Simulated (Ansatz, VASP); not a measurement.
# Two plane-wave programs on CdSe (Cadmoselite)

```
CELL_PARAMETERS angstrom
4.24768 0.00000 0.00000
-2.12384 3.67860 0.00000
0.00000 0.00000 6.94421
ATOMIC_POSITIONS crystal
Cd 0.33333 0.66667 0.00490
Cd 0.66667 0.33333 0.50490
Se 0.33333 0.66667 0.38010
Se 0.66667 0.33333 0.88010
```

Alike in both runs: functional LDA; k mesh 9 × 9 × 6; occupations gaussian, width 0.02 eV; no spin polarisation.

Ansatz relaxed the structure, and its values are those at the end. VASP's run is a single point on that final structure, the one shown.

|  | VASP | Ansatz |
| --- | --- | --- |
| version | VASP 6.6.1 | Ansatz 0.2.0 |
| potentials or method | VASP PAW LDA potentials, release 64 (Cd, Se) | scalar-relativistic, plane waves, PAW |
| plane-wave cutoff (eV) | 520 | 420 |
| valence electrons in the cell | 36 | 72 |

VASP gave:

- gap on the k mesh at the Fermi level (eV): 0.49
- least direct gap on the mesh (eV): 0.49
- pressure (GPa): 0.5

Question: Estimate Ansatz's values.

Answer: gap on the k mesh at the Fermi level (eV): 0.46; least direct gap on the mesh (eV): 0.46; pressure (GPa): 0.0.

The two sets of potentials don't hold the same shells in valence.
